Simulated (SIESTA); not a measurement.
TiTe2 in SIESTA: convergence with EnergyShift

TiTe2:

```
Te Ti
1.0
     3.77700    0.00000    0.00000
    -1.88850    3.27098    0.00000
     0.00000    0.00000    6.49800
Te Ti
2 1
Direct
  0.33883 0.66074 0.74191
  0.66739 0.33800 0.26724
  0.99875 0.99981 0.00240
```

The cell isn't the ideal one: atoms moved at random, drawn with an rms of 0.05 Å.

* Program: SIESTA 5.4.2
* Task: single point
* Functional: PBE
* Potentials or basis: PseudoDojo 0.4 standard (PBE files)
* Basis: DZP (energy shift 0.05 Ry; two zetas on semicore shells)
* Grid cutoff: 800 Ry
* Energy shift: 0.05 Ry
* k mesh: 6 × 6 × 3
* Occupations: fermi-dirac, width 0.05 eV
* Spin: no spin polarisation

These are the settings of the first run; the series varies EnergyShift, with any setting tied to it.

Hardware: 1 thread of Intel(R) Xeon(R) 6975P-C (Granite Rapids), on a shared host.

| EnergyShift | energy less the tightest run, at zero smearing (meV/atom) | pressure (GPa) | largest force (eV/Å) | SCF cycles | CPU time (s) | peak memory (GiB) |
| --- | --- | --- | --- | --- | --- | --- |
| 0.05 | 4446.57 | -13.84 | 0.361 | 15 | 24 | 0.29 |
| 0.03 | 2310.29 | -6.08 | 0.389 | 13 | 25 | 0.32 |
| 0.02 | 1395.46 | -2.87 | 0.323 | 14 | 29 | 0.34 |
| 0.01 | 597.57 | 0.15 | 0.243 | 11 | 36 | 0.37 |
| 0.005 | 252.37 | 1.42 | 0.287 | 11 | 47 | 0.42 |
| 0.003 | 122.14 | 1.88 | 0.269 | 11 | 64 | 0.46 |
| 0.002 | 57.77 | 2.23 | 0.283 | 11 | 64 | 0.49 |
| 0.001 | 0.00 | 2.41 | 0.341 | 11 | 82 | 0.54 |

Not settled before the last step: the energy (to 1 meV/atom), the pressure (to 0.1 GPa), the largest force (to 0.005 eV/Å). The tightest run that finished is the yardstick and may itself not be fully converged.

Caveat, for the tightest run too: the basis of atomic orbitals isn't converged, which shifts pressures, moduli and gaps. The run has no spin-orbit coupling, so splittings on Te are missing.
